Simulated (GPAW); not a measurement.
# In (I4/mmm) in GPAW: band structure with r2SCAN

Aim: the band structure of In with r2SCAN.

All numbers are computed with GPAW 26.7.0; they aren't measurements. Logs are shortened: lines on timing, memory, paths and dates and some standing lists are left out, and cuts for length are marked. The log counts tension as positive stress, the text compression.

### Step 1. The undisturbed crystal

It takes space group I4/mmm (No. 139, tetragonal). Conventional cell: a = 3.251 Å, b = 3.251 Å, c = 4.947 Å, α = 90.00°, β = 90.00°, γ = 90.00°. Around In (site symmetry 4/mmm) lie 12 In at 3.25 to 3.38 Å.

### Step 2. Band structure, r2SCAN (the cell as VASP's run set it)

Input file run.py:

```python
from ase.dft.bandgap import bandgap
from ase.io import read, write
from ase.units import GPa
from gpaw import GPAW, PW

atoms = read('In.xyz')

calc = GPAW(mode=PW(600),
            xc='MGGA_X_R2SCAN+MGGA_C_R2SCAN',
            kpts={'size': (8, 8, 6), 'gamma': True},
            occupations={'name': 'methfessel-paxton', 'order': 0, 'width': 0.1},
            nbands=23,
            convergence={'density': 1e-05, 'energy': 1e-05},
            maxiter=150,
            txt='gpaw.txt')
atoms.calc = calc
energy = atoms.get_potential_energy()
forces = atoms.get_forces()
stress = atoms.get_stress()
calc.write('gs.gpw')
write('result.traj', atoms)
print(f'Energy: {energy:.6f} eV')
print('Forces (eV/A):')
print(forces.round(4))
print('Stress (GPa):', (stress / GPa).round(3))
print('Fermi level:', round(calc.get_fermi_level(), 4), 'eV')
print(f'Gap: {bandgap(calc)[0]:.4f} eV, direct: {bandgap(calc, direct=True)[0]:.4f} eV')

path = atoms.cell.bandpath('GXMGZRAZ,XR,MA', npoints=60, eps=1e-4)
bs_calc = calc.fixed_density(kpts=path, symmetry='off', nbands=36,
                             convergence={'bands': 'CBM+6.0', 'eigenstates': 1e-6}, txt='bands.txt')
bs = bs_calc.band_structure()
bs.write('bs.json')
print(f'Gap on the path: {bandgap(bs_calc)[0]:.4f} eV')
```

Input file In.xyz:

```xyz
2
Lattice="3.2509400000 0.0000000000 0.0000000000 0.0000000000 3.2509400000 0.0000000000 0.0000000000 0.0000000000 4.9474000000" Properties=species:S:1:pos:R:3 pbc="T T T"
In     0.0000000000      0.0000000000      0.0000000000
In     1.6254700000      1.6254700000      2.4737000000
```

Potentials or basis: GPAW PAW data sets (gpaw-data 1.2.1), pw.

Run with:

```sh
> OMP_NUM_THREADS=1 python run.py
```

gpaw.txt:

```text
__  _  _
 | _ |_)|_||  |
 |__||  | ||/\| - 26.7.0

Input parameters:
  mode=PW(ecut=600.0),
  convergence={'density': 1e-05, 'energy': 1e-05},
  kpts=MonkhorstPack(size=(8, 8, 6), gamma=True),
  maxiter=150,
  nbands=23,
  occupations=Occupations(name='methfessel-paxton', order=0, width=0.1),
  xc=XC(name='MGGA_X_R2SCAN+MGGA_C_R2SCAN')

Diagonalizing LCAO Hamiltonian
Converting LCAO to pw mode
   .-------.
  /|       |
 * |       |
 | |       |
 | |  In   |
 | |       |
 | .-------.
 |/       /
 In------*

Atoms  # Å, Bohr magnetons
|   | symbol |        x |        y |        z |    initial magnetic moments |
|---|--------|----------|----------|----------|-----------------------------|
| 0 |     In | 0.000000 | 0.000000 | 0.000000 | ( 0.0000,  0.0000,  0.0000) |
| 1 |     In | 1.625470 | 1.625470 | 2.473700 | ( 0.0000,  0.0000,  0.0000) |

Unit cell  # Å
| periodic |        x |        y |        z |  lengths |    angles |
|----------|----------|----------|----------|----------|-----------|
|      yes | 3.250940 | 0.000000 | 0.000000 | 3.250940 | 90.000000 |
|      yes | 0.000000 | 3.250940 | 0.000000 | 3.250940 | 90.000000 |
|      yes | 0.000000 | 0.000000 | 4.947400 | 4.947400 | 90.000000 |

Number of symmetries: 16
Symmetry operations  # r_c * U_cc + t_c -> r_c
|    | kind |            matrix            |
|----|------|------------------------------|
|  0 |  E   |  1, 0, 0,  0, 1, 0,  0, 0, 1 |
|  1 |  σ   |  1, 0, 0,  0, 1, 0,  0, 0,-1 |
|  2 |  σ   |  1, 0, 0,  0,-1, 0,  0, 0, 1 |
|  3 |  C2  |  1, 0, 0,  0,-1, 0,  0, 0,-1 |
|  4 |  σ   |  0, 1, 0,  1, 0, 0,  0, 0, 1 |
|  5 |  C2  |  0, 1, 0,  1, 0, 0,  0, 0,-1 |
|  6 |  C4  |  0, 1, 0, -1, 0, 0,  0, 0, 1 |
|  7 |  S4  |  0, 1, 0, -1, 0, 0,  0, 0,-1 |
|  8 |  C4  |  0,-1, 0,  1, 0, 0,  0, 0, 1 |
|  9 |  S4  |  0,-1, 0,  1, 0, 0,  0, 0,-1 |
| 10 |  σ   |  0,-1, 0, -1, 0, 0,  0, 0, 1 |
| 11 |  C2  |  0,-1, 0, -1, 0, 0,  0, 0,-1 |
| 12 |  σ   | -1, 0, 0,  0, 1, 0,  0, 0, 1 |
| 13 |  C2  | -1, 0, 0,  0, 1, 0,  0, 0,-1 |
| 14 |  C2  | -1, 0, 0,  0,-1, 0,  0, 0, 1 |
| 15 |  i   | -1, 0, 0,  0,-1, 0,  0, 0,-1 |

BZ-sampling:
  Number of BZ points: 384
  Number of IBZ points: 60

  Monkhorst-Pack size: [8, 8, 6]
  Monkhorst-Pack shift: [0.0625, 0.0625, 0.08333333333333333]

K-points  # in reciprocal-cell coordinates
|     |                                coordinates |     weight |
|-----|--------------------------------------------|------------|
|   0 | (  0.00000000,   0.00000000,   0.00000000) | 0.00260417 |
|   1 | (  0.00000000,   0.00000000,   0.16666667) | 0.00520833 |
|   2 | (  0.00000000,   0.00000000,   0.33333333) | 0.00520833 |
|   3 | (  0.00000000,   0.00000000,   0.50000000) | 0.00260417 |
|   4 | (  0.12500000,   0.00000000,   0.00000000) | 0.01041667 |
|   5 | (  0.12500000,   0.00000000,   0.16666667) | 0.02083333 |
|   6 | (  0.12500000,   0.00000000,   0.33333333) | 0.02083333 |
|   7 | (  0.12500000,   0.00000000,   0.50000000) | 0.01041667 |
|   8 | (  0.12500000,   0.12500000,   0.00000000) | 0.01041667 |
|   9 | (  0.12500000,   0.12500000,   0.16666667) | 0.02083333 |
| ... |                                            |            |
|  59 | (  0.50000000,   0.50000000,   0.50000000) | 0.00260417 |

Plane wave coefficients: 1771
Cutoff: 600.0 eV

Spin-components: 1 (collinear spins)
Bands:           23
Projectors:      12
Spin-degeneracy: 2
Datatype:        complex128

Parallelization:
  kpt:    1
  domain: 1
  band:   1

Density:
  Valence electrons: 26.0
  Components: 1
  Grid points: [20 20 28]
  Charge: 0.0  # |e|

Potential:
  Grid points: [20 20 28]

species:
  In:
    name:    Indium
    Z:       49.0
    valence: 13
    core:    36
    charge:  0.0  # [|e|]
    compensation charges:
      type: gauss
      rc: 0.36  # [Å]
      lmax: 2
    cutoffs:
      filter: 2.09  # [Å]
      core: 2.48  # [Å]
    projectors
    | kind |    occ | energy [eV] | rcut [Å] |
    |------|--------|-------------|----------|
    |   5s |  2.000 |      -8.203 |    1.185 |
    |   5p |  1.000 |      -2.521 |    1.244 |
    |   4d | 10.000 |     -18.629 |    1.148 |
    |    s |        |      19.008 |    1.185 |
    |    p |        |      24.691 |    1.244 |
    |    d |        |       8.583 |    1.148 |

    Using partial waves for In as LCAO basis

Reference energy: -319950.839320  # eV

eigensolver:
  PPCG
  Converge bands: occupied
  niter=2

density mixing:
  MSR1-Mixer
  Pratt-step length: 0.05
  Maximum mixing coefficient: 0.75
  Old densities: 10
  SVD Regularization: 0.005
  Good broyden scale: 1.0
  Trust region scale: 1.0
  Backstep threshold: 4.0
  History deletion threshold: 6.0
  Fourier metric: weight=20.0, sigma=0.015

occupation numbers:
  Methfessel-Paxton:
    width: 0.1000  # eV
    order: 0

poisson solver:
  ecut: 4800.0  # eV

xc functional:
  name: MGGA_X_R2SCAN+MGGA_C_R2SCAN with 2 nearest neighbor stencil

convergence criteria:
- Maximum integral of absolute [dens]ity change: 1e-05 electrons / valence electron
- Maximum [total energy] change in last 3 cyles: 1e-05 eV / valence electron
- Maximum integral of absolute [eigenst]ate change: 4e-08 eV^2 / valence electron
maximum number of iterations: 150

SCF iterations
|iter     | |      energy | eigst |  dens |
|---------|-|-------------|-------|-------|
|iter:   1| |  -36.471484 | -0.35 |       |
|iter:   2| |  -33.880348 | -1.12 | -1.63 |
|iter:   3| |  -33.906338 | -2.77 | -1.64 |
|iter:   4| |  -33.939883 | -2.57 | -1.75 |
|iter:   5| |  -33.952899 | -2.80 | -2.08 |
|iter:   6| |  -33.953248 | -4.62 | -2.59 |
|iter:   7| |  -33.953665 | -4.87 | -2.76 |
|iter:   8| |  -33.953655 | -6.69 | -3.42 |
|iter:   9| |  -33.953651c| -6.82 | -3.42 |
|iter:  10| |  -33.953651c| -7.83c| -3.55 |
|iter:  11| |  -33.953652c| -6.99 | -3.64 |
|iter:  12| |  -33.953653c| -7.27 | -4.07 |
|iter:  13| |  -33.953653c| -7.82c| -5.04c|

Converged in 13 steps
Energy contributions relative to reference atoms: (reference = -319950.839320)

Energy contributions:
  Kinetic:          35.849587
  Coulomb:         -32.704895
  Zero:              0.233249
  External:          0.000000
  Xc:              -37.327746
  Entropy:          -0.007695
  Spinorbit:         0.000000
  ----------------------------
  Free energy:     -33.957501
  Extrapolated:    -33.953653

dipole moment: (-10.931878, -10.931878, -16.636534)  # |e|*Ang

Fermi level: 6.964
Eigenvalues  # (at kpt = [0.000, 0.000, 0.000])
| band index |      eig [eV] | occ [0-2] |
|------------|---------------|-----------|
|          0 |        -8.473 |     2.000 |
|        ... |               |           |
|          5 |        -8.080 |     2.000 |
|          6 |        -7.965 |     2.000 |
|          7 |        -7.855 |     2.000 |
|          8 |        -7.822 |     2.000 |
|          9 |        -7.822 |     2.000 |
|         10 |        -3.089 |     2.000 |
[... 8 lines left out ...]
|         19 |        18.302 |     0.000 |
|         20 |        19.201 |     0.000 |
|        ... |               |           |
|         22 |        21.679 |     0.000 |

No gap
No difference between direct/indirect transitions

Forces  # eV/Ang
|        x |        y |       z |
|----------|----------|---------|
| -0.00000 | -0.00000 | 0.00000 |  # In   0
|  0.00000 |  0.00000 | 0.00000 |  # In   1

Stress tensor  # eV/Ang^3
|        x |        y |         z |
|----------|----------|-----------|
| 0.010784 | 0.000000 |  0.000000 |
| 0.000000 | 0.010784 |  0.000000 |
| 0.000000 | 0.000000 | -0.023159 |

# Writing to gs.gpw (mode='')
```

Run time: 3.3 min. Hardware: 1 thread of Arm Neoverse V1, shared host; peak memory 0.38 GiB.

Results:

| Property | Result |
| --- | --- |
| Free energy | -33.9575 eV |
| Pressure | 0.1 GPa |
| Band gap along the path | none (metal or under the smearing width) |

Levels at the corners of the path, in eV from the Fermi level:
```tsv
point	band 9	band 10	band 11	band 12	band 13	band 14	band 15	band 16	band 17	band 18
Γ	-14.79	-14.79	-10.05	-2.96	-2.93	4.95	4.95	8.43	8.88	11.12
X	-14.90	-14.90	-5.92	-5.92	1.00	1.00	1.61	1.61	9.27	9.27
M	-14.72	-14.72	-2.22	-2.22	-1.56	-1.56	3.62	3.62	4.16	4.16
Γ	-14.79	-14.79	-10.05	-2.96	-2.93	4.95	4.95	8.43	8.88	11.12
Z	-14.87	-14.87	-8.28	-8.28	5.50	5.50	7.00	7.00	7.00	7.00
R	-14.80	-14.80	-4.47	-4.47	-3.61	-3.61	7.92	7.92	9.66	9.66
A	-14.72	-14.72	-1.13	-1.13	-0.20	-0.20	-0.20	-0.20	1.90	1.90
Z	-14.87	-14.87	-8.28	-8.28	5.50	5.50	7.00	7.00	7.00	7.00
X	-14.90	-14.90	-5.92	-5.92	1.00	1.00	1.61	1.61	9.27	9.27
R	-14.80	-14.80	-4.47	-4.47	-3.61	-3.61	7.92	7.92	9.66	9.66
M	-14.72	-14.72	-2.22	-2.22	-1.56	-1.56	3.62	3.62	4.16	4.16
A	-14.72	-14.72	-1.13	-1.13	-0.20	-0.20	-0.20	-0.20	1.90	1.90
```

Caveat: the PAW data sets were made with another functional, which shifts forces and pressure a little; spin-orbit coupling is left out, which moves the levels of the heavy elements.
